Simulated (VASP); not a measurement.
Here is a VASP 6.6.1 calculation.

File INCAR:

```
  PREC = Accurate
  ENCUT = 520
  EDIFF = 1E-7
  ISMEAR = 0
  SIGMA = 0.1
  LREAL = F
  LASPH = T
  NELM = 80
  ALGO = Normal
  ISIF = 2
  LWAVE = F
  LCHARG = T
  GGA = PS
  LELF = T
  LVHAR = T
  NBANDS = 15
```

The input KPOINTS:

```
regular mesh
0
Gamma
  6 6 6
```

The input POSCAR:

```
SrTe
1.0
    0.0000000000      3.4001157334      3.4001157334
    3.4001157334      0.0000000000      3.4001157334
    3.4001157334      3.4001157334      0.0000000000
Sr Te
1 1
Direct
    0.0000000000      0.0000000000      0.0000000000
    0.5000000000      0.5000000000      0.5000000000
```

Potentials or basis: VASP PAW PBE potentials, release 64 (Sr_sv, Te).

Run with:

```bash
$ cat potpaw_PBE.64/Sr_sv/POTCAR potpaw_PBE.64/Te/POTCAR > POTCAR
$ mpirun -np 1 vasp_std > vasp.out
```

Task: Predict the band gap on the k mesh.

Result: 1.76 eV, indirect (least direct gap 2.44 eV).

Task: What does it give for the pressure?

Result: -2.5 GPa.

Caveat: the PAW data sets were made with another functional, which shifts forces and pressure a little; spin-orbit coupling is left out, which moves the levels of the heavy elements. A k mesh can miss the band edges.
